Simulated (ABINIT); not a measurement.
Cl:

```
Cl
1.0
     3.14500   -2.25000    0.00000
     3.14500    2.25000    0.00000
     0.00000    0.00000    8.21000
Cl
4
Cartesian
  3.1450 0.5850 3.2840
  3.1450 1.6650 7.3890
  3.1450 -0.5850 4.9260
  3.1450 -1.6650 0.8210
```

Base run:

```yaml
Program: ABINIT 10.8.3 (patched build)
Functional: PBEsol
Potentials_or_basis: PseudoDojo NC SR PBEsol v0.4.1 standard
Cutoff: 680 eV
k_mesh: 5 × 5 × 3
Occupations: fermi-dirac, width 0.05 eV
Spin: no spin polarisation
```

Its results: band gap on the k mesh 2.41 eV, indirect (least direct gap 2.46 eV); pressure -1.0 GPa; largest force 0.189 eV/Å.

The run is repeated on the same cell with these changes: functional from PBEsol to LDA; potentials or basis from PseudoDojo NC SR PBEsol v0.4.1 standard to PseudoDojo NC SR LDA v0.4.1 standard; cutoff from 680 eV to 599 eV. What comes out?

Band gap on the k mesh 2.32 eV, indirect (least direct gap 2.37 eV); pressure -2.9 GPa; largest force 0.204 eV/Å.

Caveats: an odd mesh through Γ misses points on the zone boundary, where band edges often lie; the cutoff is short for stress, so the pressure is rough (some runs).
